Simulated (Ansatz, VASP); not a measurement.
## Cross-check of Si3Ge5 (random alloy of the diamond Si-Ge line, x = 0.625) between VASP and Ansatz

One calculation is typed for both programs; each brings its own data sets. How far apart do they land? The structure shown is the start of the Ansatz relaxation below; VASP solves that cell, so the two are compared at the walk's first step.

Calculated with Ansatz 0.2.0; plane waves, with VASP 6.6.1 beside it; single point at PBE.

### Step 1. The structure

The cell holds 64 atoms: 40 Ge and 24 Si. Cell: a = 11.302 Å, b = 11.302 Å, c = 11.302 Å, α = 90.0°, β = 90.0°, γ = 90.0°. It derives from Si (diamond Si-Ge), repeated 2×2×2. Diamond Si-Ge: 64 atoms, 40 of 64 Si sites given to Ge at random, cell and internal coordinates interpolated linearly between the end members (Vegard's rule); (so at first; earlier steps may have moved the atoms), displaced by a Gaussian of 0.02 A. Lattice constants are starting values near those of PBE.

### Step 2. Ansatz: relaxation, PBE

Ansatz runs on its default PAW (the set named soft_2) files.

The two programs are compared at the cell with which this relaxation starts, whose forces are those of its first step.

The input, input.yaml:

```yaml
crystal:
  lattice:
    - [11.30175, 0.0, 0.0]
    - [0.0, 11.30175, 0.0]
    - [0.0, 0.0, 11.30175]
  atoms:
    - { symbol: Ge, position: [0.99926, 0.9999, 0.99622] }
    - { symbol: Ge, position: [0.1279, 0.12183, 0.12351] }
    - { symbol: Ge, position: [0.00089, 0.2478, 0.24813] }
    - { symbol: Si, position: [0.12339, 0.37598, 0.37906] }
    - { symbol: Ge, position: [0.25007, 0.99802, 0.25095] }
    - { symbol: Ge, position: [0.37395, 0.12497, 0.37708] }
    - { symbol: Si, position: [0.24868, 0.25002, 0.99845] }
    - { symbol: Ge, position: [0.37472, 0.37545, 0.12325] }
    - { symbol: Si, position: [0.9994, 0.99958, 0.49887] }
    - { symbol: Si, position: [0.1229, 0.12248, 0.62473] }
    - { symbol: Ge, position: [0.99952, 0.25395, 0.74569] }
    - { symbol: Ge, position: [0.1252, 0.37566, 0.87741] }
    - { symbol: Ge, position: [0.25089, 0.99851, 0.75] }
    - { symbol: Ge, position: [0.37596, 0.12445, 0.87636] }
    - { symbol: Si, position: [0.24669, 0.25306, 0.5026] }
    - { symbol: Si, position: [0.37441, 0.37608, 0.62508] }
    - { symbol: Ge, position: [0.99853, 0.50016, 0.00177] }
    - { symbol: Ge, position: [0.12433, 0.62434, 0.12487] }
    - { symbol: Si, position: [0.00077, 0.75226, 0.24888] }
    - { symbol: Si, position: [0.1259, 0.87538, 0.37171] }
    - { symbol: Ge, position: [0.24926, 0.49977, 0.24993] }
    - { symbol: Ge, position: [0.37558, 0.62139, 0.37508] }
    - { symbol: Si, position: [0.2488, 0.74745, 0.00093] }
    - { symbol: Ge, position: [0.3763, 0.87384, 0.12649] }
    - { symbol: Ge, position: [0.99932, 0.50012, 0.49806] }
    - { symbol: Ge, position: [0.1278, 0.62029, 0.62484] }
    - { symbol: Ge, position: [0.00123, 0.7464, 0.74966] }
    - { symbol: Ge, position: [0.12486, 0.87646, 0.87721] }
    - { symbol: Ge, position: [0.24929, 0.49755, 0.75242] }
    - { symbol: Si, position: [0.37716, 0.62418, 0.87562] }
    - { symbol: Ge, position: [0.25068, 0.751, 0.50036] }
    - { symbol: Si, position: [0.37749, 0.87192, 0.62684] }
    - { symbol: Ge, position: [0.50067, 0.99962, 0.00208] }
    - { symbol: Ge, position: [0.62085, 0.12706, 0.12568] }
    - { symbol: Si, position: [0.49799, 0.25077, 0.24946] }
    - { symbol: Ge, position: [0.62958, 0.37825, 0.37578] }
    - { symbol: Ge, position: [0.74873, 0.99897, 0.24942] }
    - { symbol: Si, position: [0.87401, 0.1234, 0.37395] }
    - { symbol: Si, position: [0.74951, 0.24909, 0.99876] }
    - { symbol: Si, position: [0.87336, 0.37951, 0.12239] }
    - { symbol: Ge, position: [0.49819, 0.00077, 0.49943] }
    - { symbol: Si, position: [0.62575, 0.12641, 0.62723] }
    - { symbol: Ge, position: [0.50133, 0.24824, 0.75196] }
    - { symbol: Si, position: [0.62188, 0.3748, 0.87412] }
    - { symbol: Ge, position: [0.74812, 0.00105, 0.74968] }
    - { symbol: Ge, position: [0.8768, 0.12238, 0.8765] }
    - { symbol: Ge, position: [0.75088, 0.25022, 0.49749] }
    - { symbol: Ge, position: [0.87455, 0.37226, 0.62131] }
    - { symbol: Si, position: [0.5058, 0.50172, 0.00317] }
    - { symbol: Ge, position: [0.62424, 0.62623, 0.12623] }
    - { symbol: Ge, position: [0.50106, 0.75001, 0.2496] }
    - { symbol: Ge, position: [0.62134, 0.87608, 0.37575] }
    - { symbol: Si, position: [0.75198, 0.49951, 0.25308] }
    - { symbol: Si, position: [0.87421, 0.62278, 0.37666] }
    - { symbol: Si, position: [0.74917, 0.74778, 0.00022] }
    - { symbol: Ge, position: [0.87634, 0.87543, 0.12588] }
    - { symbol: Si, position: [0.50727, 0.50145, 0.50271] }
    - { symbol: Si, position: [0.62149, 0.62565, 0.62637] }
    - { symbol: Ge, position: [0.49936, 0.74845, 0.7507] }
    - { symbol: Ge, position: [0.62444, 0.87395, 0.87703] }
    - { symbol: Si, position: [0.75236, 0.50054, 0.7492] }
    - { symbol: Ge, position: [0.87591, 0.62647, 0.87612] }
    - { symbol: Ge, position: [0.74743, 0.7494, 0.50064] }
    - { symbol: Ge, position: [0.8761, 0.8767, 0.62634] }
kpoints:
  mp_grid: { grid: [1, 1, 1] }
hamiltonian:
  xc: pbe
scf:
  occupations: { method: fermi_dirac, width: 0.025 }
output:
  forces: true
relax:
  f_tol: 0.04
  max_steps: 150
  cell: {}
```

Started as:

```console
ansatz run input.yaml --threads 4 --pin off --max-ram 8192MiB --backend cpu --events-out ev --progress --plain --runs-dir out
```

Numbers of over 12 decimals in the logs are rounded to 6 here.

What it wrote:

```text
Engine: ansatz 0.2.0, aarch64-unknown-linux-gnu
Pseudopotentials: kind: paw
Pseudopotential: Ge, paw, valence charge 14, recommended cutoff 420 eV (normal), Ge.paw.azcp
Pseudopotential: Si, paw, valence charge 4, recommended cutoff 420 eV (normal), Si.paw.azcp
Functional definition: PBE
  parameter kappa = 0.804
  parameter beta = 0.066725
  exchange = pbe_x(kappa = kappa, mu = beta*pi^2/3)
  correlation = pbe_c(beta = beta)
Crystal: 64 atoms, lattice volume = 1443.567 Å³
Basis set: ecut = 420 eV, 28257 PW (Γ), exchange–correlation on 160×160×160 points (8 copies of the dense FFT grid, shifted against one another)
Bands: 394, of which v1, the nominal top of the filled ones, is band 328 counted from 1 (327 counted from 0)
Symmetry: 1 space group operations
Space group: P1 (ITA 1), of the structure as read, at distance tolerance 1.1e-4 Å
k-points: 1
Non-local potential: Ge, projectors of the file, l = 0: 2, l = 1: 2, l = 2: 3, l = 3: 1
Non-local potential: Si, projectors of the file, l = 0: 2, l = 1: 2, l = 2: 2
PAW form: soft (Blöchl's): semilocal exchange-correlation on the pseudo side does not see the compensation charge
PAW one-centre angular grid: Ge, 590 points (default); XC on 64 Gauss nodes
PAW one-centre angular grid: Si, 110 points (default); XC on 64 Gauss nodes
Initial density: superposition of atomic densities (neutral atoms: chi_scale 0, normalization atom), corrected by the library's trained network
Initial wavefunctions: pseudopotential atomic-orbital guess
Functional: x = pbe(κ = 0.804, μ = 0.219515), c = pbe(β = 0.066725)
SCF iter   1: F=—  HF=-187048.735562 eV  |F-HF|=—  |Δ(HF+E_count)|=         —  Δρ=2.07e-3  dr2=6.76e-2  ethr=1.77e-3  ⟨swp⟩=6.0  Hψ=1392  notcnv=0  defer=28
preconditioner: auto → Resta (q_TF=auto, 2.392 Å⁻¹)  ε∞=2.6  [insulator: Δε(μ)=0.410 eV  Ē_g=19.697 eV  σ=0.025 eV  W_gap=1.00  n_scr=340 (ndim 8)  ℏωp=25.0 eV  f_vac=0.024  D(μ)=0.06/eV (n_scr^D=0)  ε∞_Penn≈2.6]
SCF iter   2: F=—  HF=-187048.709288 eV  |F-HF|=—  |Δ(HF+E_count)|=   2.63e-2  Δρ=9.87e-4  dr2=1.80e-2  ethr=1.03e-5  ⟨swp⟩=2.0  Hψ=782  notcnv=0  defer=37
SCF iter   3: F=—  HF=-187048.706341 eV  |F-HF|=—  |Δ(HF+E_count)|=   2.95e-3  Δρ=5.30e-4  dr2=5.82e-3  ethr=2.74e-6  ⟨swp⟩=2.0  Hψ=675  notcnv=0  defer=37
SCF iter   4: F=—  HF=-187048.706214 eV  |F-HF|=—  |Δ(HF+E_count)|=   1.27e-4  Δρ=1.44e-4  dr2=3.52e-4  ethr=8.87e-7  ⟨swp⟩=2.0  Hψ=460  notcnv=0  defer=37
SCF iter   5: F=—  HF=-187048.706302 eV  |F-HF|=—  |Δ(HF+E_count)|=   8.83e-5  Δρ=5.60e-5  dr2=2.44e-4  ethr=5.36e-8  ⟨swp⟩=2.0  Hψ=675  notcnv=0  defer=37
SCF iter   6: F=—  HF=-187048.706311 eV  |F-HF|=—  |Δ(HF+E_count)|=   9.51e-6  Δρ=3.04e-5  dr2=1.49e-5  ethr=3.72e-8  ⟨swp⟩=2.0  Hψ=422  notcnv=0  defer=37
SCF iter   7: F=—  HF=-187048.706715 eV  |F-HF|=—  |Δ(HF+E_count)|=   4.03e-4  Δρ=1.00e-5  dr2=2.64e-6  ethr=2.26e-9  ⟨swp⟩=2.0  Hψ=675  notcnv=0  defer=37
SCF iter   8: F=—  HF=-187048.706715 eV  |F-HF|=—  |Δ(HF+E_count)|=   8.16e-7  Δρ=4.61e-6  dr2=2.61e-7  ethr=4.02e-10  ⟨swp⟩=2.0  Hψ=674  notcnv=0  defer=37
SCF iter   9: F=-187048.706715 eV  HF=-187048.706715 eV  |F-HF|=3.69e-8  |Δ(HF+E_count)|=   2.64e-8  Δρ=1.33e-6  dr2=6.51e-8  ethr=1.52e-11  ⟨swp⟩=4.0  Hψ=1089  notcnv=0
SCF 1 converged in 9 iterations: F = -187048.706715 eV  dr2 = 6.51e-8
  greatest PAW one-centre occupation: 0.998 electrons in one spin orbital (limit 2), on the Ge atom at site 0 (counted from 0), in its partial waves of l = 2
relax step   1: F+E_penalty+E_count = -187048.70671544 eV  Δ(F+E_penalty+E_count) = +0.000e0 eV  max|allowed force component| = 9.729e-1 eV/Å  Δτ_max = 0.0000 Å  P = -0.114 GPa  Ω = 1443.567 Å³  (9 SCF iters, dr2 threshold 1.00e-7 eV, accepted)
Crystal: 64 atoms, lattice volume = 1437.819 Å³
Basis set: ecut = 420 eV, 28143 PW (Γ), exchange–correlation on 160×160×160 points (8 copies of the dense FFT grid, shifted against one another)
Initial density: handed on by an earlier stage of this run
Initial wavefunctions: those handed on with the density
iter 1 solved again at ethr=5.50e-5 eV; its pass at ethr=3.10e-3 eV (dr2=3.61e-1 eV) is discarded
SCF iter   1: F=—  HF=-187049.767861 eV  |F-HF|=—  |Δ(HF+E_count)|=         —  Δρ=6.06e-3  dr2=3.69e-1  ethr=5.50e-5  ⟨swp⟩=12.0  Hψ=1802  notcnv=0
preconditioner: auto → Resta (q_TF=auto, 2.394 Å⁻¹)  ε∞=2.6  [insulator: Δε(μ)=0.386 eV  Ē_g=19.650 eV  σ=0.025 eV  W_gap=1.00  n_scr=340 (ndim 8)  ℏωp=25.1 eV  f_vac=0.026  D(μ)=0.10/eV (n_scr^D=0)  ε∞_Penn≈2.6]
SCF iter   2: F=—  HF=-187049.726930 eV  |F-HF|=—  |Δ(HF+E_count)|=   4.09e-2  Δρ=3.07e-3  dr2=7.35e-2  ethr=5.50e-5  ⟨swp⟩=3.0  Hψ=502  notcnv=0  defer=49
SCF iter   3: F=—  HF=-187049.729375 eV  |F-HF|=—  |Δ(HF+E_count)|=   2.45e-3  Δρ=8.79e-4  dr2=1.58e-2  ethr=1.12e-5  ⟨swp⟩=2.0  Hψ=434  notcnv=0  defer=49
[...]
atom  12  Ge     0.00111025     0.00025360    -0.00061123
  atom  13  Ge     0.00150610     0.00001868    -0.00067009
  atom  14  Ge    -0.00024456     0.00044679     0.00106816
  atom  15  Si    -0.00013169    -0.00059734    -0.00063145
  atom  16  Si    -0.00026662     0.00003182     0.00090929
  atom  17  Ge    -0.00004992     0.00081679    -0.00181754
  atom  18  Ge    -0.00054947     0.00091852     0.00032677
  atom  19  Si    -0.00039415    -0.00021461    -0.00041734
  atom  20  Si    -0.00028900    -0.00040554    -0.00032683
  atom  21  Ge     0.00061945     0.00011486    -0.00085521
  atom  22  Ge     0.00007041    -0.00015549     0.00012348
  atom  23  Si     0.00013930    -0.00033970    -0.00042844
  atom  24  Ge    -0.00051393     0.00010619     0.00073764
  atom  25  Ge     0.00016280    -0.00037627     0.00022002
  atom  26  Ge    -0.00086909     0.00015624     0.00027761
  atom  27  Ge    -0.00036666    -0.00028461     0.00090615
  atom  28  Ge     0.00086706     0.00056076     0.00055688
  atom  29  Ge    -0.00020106    -0.00014400    -0.00052457
  atom  30  Si    -0.00000246    -0.00076915    -0.00000239
  atom  31  Ge    -0.00030647     0.00072120    -0.00094314
  atom  32  Si    -0.00071838    -0.00089106     0.00093022
  atom  33  Ge     0.00081547    -0.00058347    -0.00075897
  atom  34  Ge     0.00008572     0.00097512     0.00054689
  atom  35  Si    -0.00022214    -0.00064271    -0.00128377
[...]
atom  57  Si     0.00018852     0.00039837    -0.00020427
  atom  58  Si    -0.00024585    -0.00137642     0.00059435
  atom  59  Ge     0.00058836     0.00054473    -0.00036362
  atom  60  Ge     0.00047157     0.00083179    -0.00035601
  atom  61  Si     0.00028652     0.00218356    -0.00001831
  atom  62  Ge    -0.00046170     0.00114547     0.00052445
  atom  63  Ge     0.00172359     0.00028527     0.00049933
  atom  64  Ge    -0.00033230    -0.00034915     0.00116460
  max |Σ_I F_I| component: 1.52e-6 eV/Å
--- Stress (GPa, compression-positive) ---
       -0.007387       0.003711      -0.000282
        0.003711      -0.004926      -0.002235
       -0.000282      -0.002235      -0.012020
  P = ⅓ Tr σ = -0.0081 GPa (-0.081 kbar)
--- Relaxed structure (4 steps of the walk, 4 accepted, 1 SCFs on fresh bases) ---
  F+E_penalty+E_count = -187049.77838251 eV   max|allowed force component| = 2.405e-3 eV/Å   (the final SCF, on the basis selected at the relaxed cell)
  cell:  # Å, volume = 1438.7597 Å³
    - [11.290047, -0.000643735, -0.000698203]
    - [-0.000643735, 11.289591, 0.000398824]
    - [-0.000698203, 0.000398824, 11.287930]
  atoms:
    - { symbol: Ge, position: [1.000163, 0.999153, 1.000701] }
    - { symbol: Ge, position: [0.125923, 0.127886, 0.124580] }
    - { symbol: Ge, position: [-0.00229509, 0.252039, 0.252782] }
    - { symbol: Si, position: [0.125583, 0.372485, 0.377514] }
    - { symbol: Ge, position: [0.247055, 0.998392, 0.252265] }
    - { symbol: Ge, position: [0.374148, 0.129303, 0.376620] }
    - { symbol: Si, position: [0.251333, 0.249821, 1.000507] }
    - { symbol: Ge, position: [0.377681, 0.373454, 0.122081] }
    - { symbol: Si, position: [1.002636, 1.002534, 0.497038] }
    - { symbol: Si, position: [0.125700, 0.125206, 0.619152] }
    - { symbol: Ge, position: [1.002261, 0.248074, 0.747524] }
    - { symbol: Ge, position: [0.127582, 0.372937, 0.877157] }
    - { symbol: Ge, position: [0.249593, 1.000556, 0.745205] }
    - { symbol: Ge, position: [0.373726, 0.127798, 0.874174] }
    - { symbol: Si, position: [0.248571, 0.253021, 0.501786] }
    - { symbol: Si, position: [0.376027, 0.374937, 0.621950] }
    - { symbol: Ge, position: [0.996572, 0.498081, 0.00296526] }
    - { symbol: Ge, position: [0.124564, 0.627382, 0.127564] }
    - { symbol: Si, position: [-0.000475346, 0.749858, 0.254427] }
    - { symbol: Si, position: [0.120166, 0.875703, 0.375728] }
    - { symbol: Ge, position: [0.249587, 0.496335, 0.252779] }
    - { symbol: Ge, position: [0.376752, 0.622635, 0.379305] }
    - { symbol: Si, position: [0.252155, 0.745726, -0.0011499] }
    - { symbol: Ge, position: [0.372785, 0.871781, 0.123985] }
    - { symbol: Ge, position: [0.999640, 0.499562, 0.495951] }
    - { symbol: Ge, position: [0.126095, 0.624571, 0.624593] }
    - { symbol: Ge, position: [-0.0009905, 0.749090, 0.750363] }
    - { symbol: Ge, position: [0.128178, 0.872195, 0.875855] }
    - { symbol: Ge, position: [0.255393, 0.499104, 0.750551] }
    - { symbol: Si, position: [0.376590, 0.623021, 0.878291] }
    - { symbol: Ge, position: [0.249322, 0.754890, 0.499764] }
    - { symbol: Si, position: [0.375118, 0.874889, 0.625508] }
    - { symbol: Ge, position: [0.499990, 1.001006, 0.000810478] }
    - { symbol: Ge, position: [0.626122, 0.130666, 0.126420] }
    - { symbol: Si, position: [0.499824, 0.252155, 0.250377] }
    - { symbol: Ge, position: [0.624417, 0.377075, 0.373890] }
[...]
- { symbol: Si, position: [0.878218, 0.123697, 0.377581] }
    - { symbol: Si, position: [0.748690, 0.257167, 1.001027] }
    - { symbol: Si, position: [0.871151, 0.375150, 0.127428] }
[...]
- { symbol: Si, position: [0.624264, 0.125660, 0.625930] }
[...]
- { symbol: Si, position: [0.625889, 0.378063, 0.875812] }
[...]
- { symbol: Si, position: [0.501482, 0.499241, -0.00344621] }
[...]
- { symbol: Ge, position: [0.501179, 0.747047, 0.249468] }
    - { symbol: Ge, position: [0.625134, 0.874461, 0.376767] }
    - { symbol: Si, position: [0.752847, 0.499748, 0.249108] }
    - { symbol: Si, position: [0.875747, 0.623084, 0.370234] }
    - { symbol: Si, position: [0.749906, 0.748590, 0.000589802] }
    - { symbol: Ge, position: [0.875208, 0.870280, 0.126626] }
    - { symbol: Si, position: [0.500496, 0.498050, 0.503564] }
    - { symbol: Si, position: [0.623357, 0.619014, 0.625958] }
    - { symbol: Ge, position: [0.497883, 0.746076, 0.748882] }
    - { symbol: Ge, position: [0.626160, 0.872266, 0.876050] }
    - { symbol: Si, position: [0.744665, 0.499274, 0.750711] }
    - { symbol: Ge, position: [0.869213, 0.623625, 0.874663] }
    - { symbol: Ge, position: [0.750511, 0.742980, 0.499837] }
    - { symbol: Ge, position: [0.877370, 0.877429, 0.621368] }
```

The column dr2 measures how far the density is from self-consistency, as an energy; F and HF (Harris–Foulkes) agree once it is small.

[end of part 1 of 2]

[Lines on the potential files, build, host, timing and source positions are cut from VASP's logs without a mark.]

[Logs are printed without paths, hosts, clocks, repeated set-up lines and the standing remarks that a program may print on its own settings, such as how far it seeks lower states.]

[Hosts, paths, dates, database ids (printed as entryN), source tags and the programs' standing remarks are cut or masked in the printed files.]
